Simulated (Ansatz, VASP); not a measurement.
## Ge: VASP beside Ansatz

```
CELL_PARAMETERS angstrom
2.71109 0.00000 0.00000
0.00000 2.71109 0.00000
0.00000 0.00000 2.71118
ATOMIC_POSITIONS crystal
Ge 0.50000 0.50000 0.50000
```

Alike in both runs: functional PBE; k mesh 20 × 20 × 20; occupations gaussian, width 0.1 eV; no spin polarisation.

Ansatz relaxed the structure, and its values are those at the end. VASP's run is a single point on that final structure, the one shown.

```csv
,VASP,Ansatz
version,VASP 6.6.1,Ansatz 0.2.0
potentials or method,"VASP PAW PBE potentials, release 64 (Ge_d)","scalar-relativistic, plane waves, PAW"
plane-wave cutoff (eV),520,420
valence electrons in the cell,14,14
```

```tsv
	VASP	Ansatz	Ansatz less VASP
gap on the k mesh at the Fermi level (eV)	none	none	-
pressure (GPa)	-0.1	0.0	+0.04
```

A gap of «none» marks a metal or a gap that the smearing closes. The functional is the same, so the differences come from potentials, cutoffs and numerics.
